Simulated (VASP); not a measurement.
# S (Fm-3m) in VASP: notebook

Runs on S. Level: PBE+D3(BJ). Tasks: single point.

All numbers are computed with VASP 6.6.1; they aren't measurements. Logs are shortened: lines on timing, memory, paths and dates and some standing lists are left out, and cuts for length are marked.

**1. The structure**

Symmetry: Fm-3m, No. 225, cubic system. The conventional cell has a = 3.989 Å, b = 3.989 Å, c = 3.989 Å, α = 90.00°, β = 90.00°, γ = 90.00°. S (site symmetry m-3m) has 12 S at 2.82 Å as nearest neighbours.

This isn't the form of S at room conditions, which is orthorhombic, of S8 rings.

**2. Single point, PBE+D3(BJ)**

File INCAR:

```
SYSTEM = S
PREC = Accurate
ENCUT = 520
EDIFF = 1E-7
ISMEAR = 0
SIGMA = 0.15
LREAL = .FALSE.
LASPH = .TRUE.
NELM = 100
ALGO = Normal
ISIF = 2
LWAVE = .FALSE.
LCHARG = .FALSE.
GGA = PE
IVDW = 12
NBANDS = 9
```

File KPOINTS:

```
Automatic mesh
0
G
  20 20 20
  0 0 0
```

File POSCAR:

```
S
1.0
    0.0000000000      1.9943503440      1.9943503440
    1.9943503440      0.0000000000      1.9943503440
    1.9943503440      1.9943503440      0.0000000000
S
1
Direct
    0.0000000000      0.0000000000      0.0000000000
```

Potentials or basis: VASP PAW PBE potentials, release 64 (S).

Run with:

```bash
$ cat potpaw_PBE.64/S/POTCAR > POTCAR
$ mpirun -np 1 vasp_std > vasp.out
```

OUTCAR:

```text
SYSTEM = S
   PREC = Accurate
   ENCUT = 520
   EDIFF = 1E-7
   ISMEAR = 0
   LREAL = .FALSE.
   LASPH = .TRUE.
   NELM = 100
   ISIF = 2
   GGA = PE
   IVDW = 12
 IVDW          = 12

 ion  position               nearest neighbor table
   1  0.000  0.000  0.000-

  LATTYP: Found a face centered cubic cell.
 ALAT       =     3.9887006880

  Lattice vectors:

 A1 = (   0.0000000000,   1.9943503440,   1.9943503440)
 A2 = (   1.9943503440,   0.0000000000,   1.9943503440)
 A3 = (   1.9943503440,   1.9943503440,   0.0000000000)

Analysis of symmetry for initial positions (statically):
=====================================================================
 Subroutine PRICEL returns:
 Original cell was already a primitive cell.

 Routine SETGRP: Setting up the symmetry group for a
 face centered cubic supercell.

 Subroutine GETGRP returns: Found 48 space group operations
 (whereof 48 operations were pure point group operations)
 out of a pool of 48 trial point group operations.

The static configuration has the point symmetry O_h .

Analysis of symmetry for dynamics (positions and initial velocities):
=====================================================================
 Subroutine PRICEL returns:
 Original cell was already a primitive cell.

 Routine SETGRP: Setting up the symmetry group for a
 face centered cubic supercell.

 Subroutine GETGRP returns: Found 48 space group operations
 (whereof 48 operations were pure point group operations)
 out of a pool of 48 trial point group operations.

The dynamic configuration has the point symmetry O_h .

 Subroutine INISYM returns: Found 48 space group operations
 (whereof 48 operations are pure point group operations),
 and found     1 'primitive' translations

----------------------------------------------------------------------------------------

                                     Primitive cell

  volume of cell :      15.8648

  direct lattice vectors                    reciprocal lattice vectors
     0.000000000  1.994350344  1.994350344    -0.250708208  0.250708208  0.250708208
     1.994350344  0.000000000  1.994350344     0.250708208 -0.250708208  0.250708208
     1.994350344  1.994350344  0.000000000     0.250708208  0.250708208 -0.250708208

  length of vectors
     2.820437305  2.820437305  2.820437305     0.434239353  0.434239353  0.434239353

  position of ions in fractional coordinates (direct lattice)
[... 80 lines left out ...]
   NSW    =      0    number of steps for IOM
   IBRION =     -1    ionic relax: 0-MD 1-quasi-New 2-CG
   NFREE  =      0    steps in history (QN), initial steepest desc. (CG)
   ISIF   =      2    stress and relaxation
   ISYM   =      2    0-nonsym 1-usesym 2-fastsym
   POTIM  = 0.5000    time-step for ionic-motion
   TEBEG  =    0.0;   TEEND  =   0.0 temperature during run
   PSTRESS=    0.0 pullay stress
   NELECT =       6.0000    total number of electrons
   NUPDOWN=      -1.0000    fix difference up-down
   EMIN   =  10.00;   EMAX   =-10.00  energy-range for DOS
   EFERMI =   0.00;   METHOD = LEGACY
   ISMEAR =     0;   SIGMA  =   0.15  broadening in eV -4-tet -1-fermi 0-gaus
   EFERMI_NEDOS =   21; number of points for ismear=-14 and -15
   IALGO  =     38    algorithm
   IMIX   =      4    mixing-type and parameters
     AMIX     =   0.40;   BMIX     =  1.00
     AMIX_MAG =   1.60;   BMIX_MAG =  1.00
  volume/ion in A,a.u.               =      15.86       107.06
  Fermi-wavevector in a.u.,A,eV,Ry     =   1.183897  2.237240 19.070080  1.401611
  Thomas-Fermi vector in A             =   2.320122
   LORBIT       =      0    0 simple, 1 ext, 2 COOP (PROOUT), +10 PAW based schemes
   GGA     = PE    functional components
   LHFCALC =     F    Hartree Fock is set to
   AEXX    =    0.0000 exact exchange contribution
   IVDW    =    12    specifies the selected vdW correction
   LEPSILON=     F    determine dielectric tensor
   LRPA    =     F    only Hartree local field effects (RPA)
 non-spin polarized calculation
 Gauss-broadening in eV      SIGMA  =   0.15
  energy-cutoff  :      520.00
  volume of cell :       15.86
 maximum number of plane-waves:       444
 NGX is ok and might be reduce to    24
   NGX = 11   NGY = 11   NGZ = 11

 number of electron       5.9999999 magnetization

 Free energy of the ion-electron system (eV)
  ---------------------------------------------------
  ext. energy  EPLUGINS =         0.00000000
  ---------------------------------------------------
  free energy    TOTEN  =        -2.83413566 eV

  energy without entropy =       -2.82471038  energy(sigma->0) =       -2.82942302

 E-fermi :   7.4184     XC(G=0): -11.1672

 val. band max:        7.4069701000   @ k =   0.3500   0.3000   0.0000
 cond. band min:       7.4191562042   @ k =  -0.3000   0.1500   0.0500
 fundamental gap:      0.0121861042
 Fermi energy:         7.4183912736

 k-point     1 :       0.0000    0.0000    0.0000
  band No.  band energies     occupation
      1      -9.2761      2.00000
      2      10.5976      0.00000
      3      10.5976      0.00000
      4      10.5976      0.00000
      5      19.5313      0.00000
      6      19.5313      0.00000
      7      19.5313      0.00000
      8      21.7683      0.00000
      9      24.8493      0.00000
[... 265 lines left out ...]
 k-point    24 :      -0.3500    0.0500    0.0000
  band No.  band energies     occupation
      1      -6.3327      2.00000
      2       1.9967      2.00000
      3       8.9756      0.00000
      4       9.5796      0.00000
      5      17.3715      0.00000
      6      19.1517      0.00000
      7      19.2208      0.00000
      8      25.2566      0.00000
      9      26.1378      0.00000

 [... further k-points ...]

------------------------ aborting loop because EDIFF is reached ----------------------------------------

 Edisp (eV)   -0.38282

 E8    (eV) :    -0.1371

  FORCE on cell =-STRESS in cart. coord.  units (eV):
  Direction    XX          YY          ZZ          XY          YZ          ZX
  --------------------------------------------------------------------------------------
  -------------------------------------------------------------------------------------
  Total      -0.39856    -0.39856    -0.39856     0.00000    -0.00000     0.00000
  in kB     -40.25035   -40.25035   -40.25035     0.00000    -0.00000     0.00000
  external pressure =      -40.25 kB  Pullay stress =        0.00 kB

 VOLUME and BASIS-vectors are now :
 -----------------------------------------------------------------------------
  energy-cutoff  :      520.00
  volume of cell :       15.86
      direct lattice vectors                 reciprocal lattice vectors
     0.000000000  1.994350344  1.994350344    -0.250708208  0.250708208  0.250708208
     1.994350344  0.000000000  1.994350344     0.250708208 -0.250708208  0.250708208
     1.994350344  1.994350344  0.000000000     0.250708208  0.250708208 -0.250708208

 POSITION                                       TOTAL-FORCE (eV/Angst)
 -----------------------------------------------------------------------------------
      0.00000      0.00000      0.00000         0.000000     -0.000000      0.000000
 -----------------------------------------------------------------------------------
    total drift:                               -0.000000      0.000000      0.000000

  FREE ENERGIE OF THE ION-ELECTRON SYSTEM (eV)
  ---------------------------------------------------
  free  energy   TOTEN  =        -3.2169592992 eV

  energy  without entropy=       -3.2075340156  energy(sigma->0) =       -3.21224666
```

Run time: 47 s. Hardware: 1 thread of AMD EPYC 7R43 (Zen 3), shared host; peak memory 0.12 GiB.

Results:

```
Free energy                : -3.2170 eV
Pressure                   : -4.0 GPa
Band gap on the k mesh     : none (metal or under the smearing width)
Dispersion energy per atom : -0.383 eV
```

Caveat: pairwise dispersion overbinds metals, which lowers pressure and volume.

**3. Single point, PBE+D3(BJ)**

File INCAR:

```
  PREC = Accurate
  ENCUT = 520
  EDIFF = 1E-6
  ISMEAR = 0
  SIGMA = 0.15
  LREAL = F
  LASPH = T
  NELM = 60
  ALGO = Fast
  ISIF = 2
  LWAVE = F
  LCHARG = F
  GGA = PE
  IVDW = 12
  NBANDS = 9
```

File KPOINTS:

```
regular mesh
0
Gamma
  22 22 22
```

POSCAR is that of step 2.

Potentials or basis: VASP PAW PBE potentials, release 64 (S).

Run with:

```bash
$ cat potpaw_PBE.64/S/POTCAR > POTCAR
$ mpirun -np 1 vasp_std > vasp.out
```

It took 53 s on 1 thread of AMD EPYC 7R43 (Zen 3), shared host; peak memory 0.13 GiB.

Results (log left out):

```yaml
Free_energy: -3.2177 eV
Pressure: -4.0 GPa
Band_gap_on_the_k_mesh: none (metal or under the smearing width)
Dispersion_energy_per_atom: -0.383 eV
```

Levels at points of the mesh, in eV from the Fermi level:
```
           k point  band 1  band 2  band 3  band 4  band 5  band 6
(0.00, 0.00, 0.00)  -16.71    3.16    3.16    3.16   12.09   12.09
(0.50, 0.00, 0.00)  -12.63   -7.41    1.87    1.87    9.42   11.32
(0.50, 0.50, 0.00)  -11.00   -6.42   -0.85   -0.85    5.37    5.89
```

Caveat: pairwise dispersion overbinds metals, which lowers pressure and volume.
